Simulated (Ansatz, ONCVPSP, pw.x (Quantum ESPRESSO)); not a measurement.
## pw.x on fcc Tc: one setting changed

Potential: optimised norm-conserving Vanderbilt (ONCV), ONCVPSP 4.0.1, PBE; core [Ar] 3d10, reference 4s2 4p6 4d5 5s2; waves: 4s+5s: rc 1.80 bohr, ncon 4, nbas 9, qcut 6.5 1/bohr, 2 projectors; 4p: rc 1.95 bohr, ncon 4, nbas 7, qcut 6.5 1/bohr, 1 projector; 4d: rc 1.65 bohr, ncon 4, nbas 7, qcut 6.4 1/bohr, 2 projectors, debl 1 Ha; f scattering state at 0.05 Ha: rc 2.00 bohr, ncon 3, nbas 6, qcut 6 1/bohr, 2 projectors, debl 2.5 Ha; local part: polynomial inside 1.15 bohr (lpopt 5, dvloc0 4 Ha); core correction: none.

The reference run (k-mesh 15³, cutoffs 120/480 Ry, Fermi–Dirac 0.01 Ry, mixing_beta 0.4, conv_thr 1e-9, no spin) gives -4.13 GPa at 14.543 Å³/atom, where all-electron LAPW gives -0.46 GPa. This run, with its own iteration cap, changes k-mesh shift to 1.

```
&control
  calculation='scf', prefix='x', pseudo_dir='./', outdir='./tmp', tstress=.true., disk_io='none'
/
&system
  ibrav=0, nat=1, ntyp=1, ecutwfc=120, ecutrho=480, nbnd=15,
  occupations='smearing', smearing='fd', degauss=0.01
/
&electrons
  conv_thr=1e-09, mixing_beta=0.4, electron_maxstep=50
/
ATOMIC_SPECIES
Tc 1.0 Tc.UPF
CELL_PARAMETERS angstrom
  0.00000000 1.93734962 1.93734962
  1.93734962 0.00000000 1.93734962
  1.93734962 1.93734962 0.00000000
ATOMIC_POSITIONS crystal
Tc 0.0000 0.0000 0.0000
K_POINTS automatic
15 15 15 1 1 1
```

```bash
pw.x < Tc.scf.in > Tc.scf.out
```

Task: How does the run end?

Result: It converges in 8 iterations; the free energy moves by +1.6 meV/atom and the pressure by +0.12 GPa.

```
Message from routine setup:
     using ibrav=0 with symmetry is DISCOURAGED, use correct ibrav instead
     lattice parameter (alat)  =       5.1775  a.u.
     unit-cell volume          =      98.1410 (a.u.)^3
     number of electrons       =        15.00
     number of Kohn-Sham states=           15
     kinetic-energy cutoff     =     120.0000  Ry
     charge density cutoff     =     480.0000  Ry
     scf convergence threshold =      1.0E-09
     Exchange-correlation= PBE
     number of k points=   344  Fermi-Dirac smearing, width (Ry)=  0.0100
     iteration #  1     ecut=   120.00 Ry     beta= 0.40
     total energy              =    -162.92078630 Ry
     estimated scf accuracy    <       0.03413482 Ry
     iteration #  2     ecut=   120.00 Ry     beta= 0.40
     total energy              =    -162.92464449 Ry
     estimated scf accuracy    <       0.00187141 Ry
     iteration #  3     ecut=   120.00 Ry     beta= 0.40
     total energy              =    -162.92484270 Ry
     estimated scf accuracy    <       0.00027183 Ry
     [... 2 iterations left out ...]
     iteration #  6     ecut=   120.00 Ry     beta= 0.40
     total energy              =    -162.92485685 Ry
     estimated scf accuracy    <          4.5E-09 Ry
     iteration #  7     ecut=   120.00 Ry     beta= 0.40
     total energy              =    -162.92485685 Ry
     estimated scf accuracy    <          1.1E-09 Ry
     iteration #  8     ecut=   120.00 Ry     beta= 0.40
     the Fermi energy is    22.0960 ev
!    total energy              =    -162.92485685 Ry
     estimated scf accuracy    <          5.9E-11 Ry
     smearing contrib. (-TS)   =      -0.00498499 Ry
     The total energy is F=E-TS. E is the sum of the following terms:
     one-electron contribution =     -27.63389651 Ry
     hartree contribution      =      23.47506331 Ry
     xc contribution           =     -17.87371187 Ry
     ewald contribution        =    -140.88732680 Ry
     convergence has been achieved in   8 iterations
          total   stress  (Ry/bohr**3)                   (kbar)     P=      -40.14
     Message from routine punch:
     Nothing written, as per user request (disk_io='none')
```

The run took about 76 s on one core of a shared host (AMD EPYC 9R45 96-Core Processor, 96 threads, 376 GiB, load 46).
